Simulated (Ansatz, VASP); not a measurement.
Tl in VASP and in Ansatz

```
CELL_PARAMETERS angstrom
-1.93129 1.93129 1.94100
1.93129 -1.93129 1.94100
1.95070 1.95070 -1.94100
ATOMIC_POSITIONS crystal
Tl 0.00000 0.00000 0.00000
```

This isn't the form of Tl at room conditions, which is hcp.

Alike in both runs: task electric field gradients; functional PBE; k mesh 13 × 13 × 13; occupations fermi-dirac, width 0.05 eV; no spin polarisation.

|  | VASP | Ansatz |
| --- | --- | --- |
| version | VASP 6.6.1 | Ansatz 0.2.0 |
| potentials or method | VASP PAW PBE potentials, release 64 (Tl_d) | PAW with Ansatz's default frozen-core files, scalar-relativistic |
| plane-wave cutoff (eV) | 520 | 420 |
| valence electrons in the cell | 13 | 13 |

|  | VASP | Ansatz | Ansatz less VASP |
| --- | --- | --- | --- |
| gap on the k mesh at the Fermi level (eV) | none | none | - |
| pressure (GPa) | 2.2 | 2.3 | +0.06 |
| largest component of the traceless stress (GPa) | 0.09 | 0.09 | -0.001 |

A gap of «none» marks a metal or a gap that the smearing closes. Ansatz warned: «gradients_without_spin_orbit».

Spin-orbit coupling is left out, which matters for the levels of Tl.
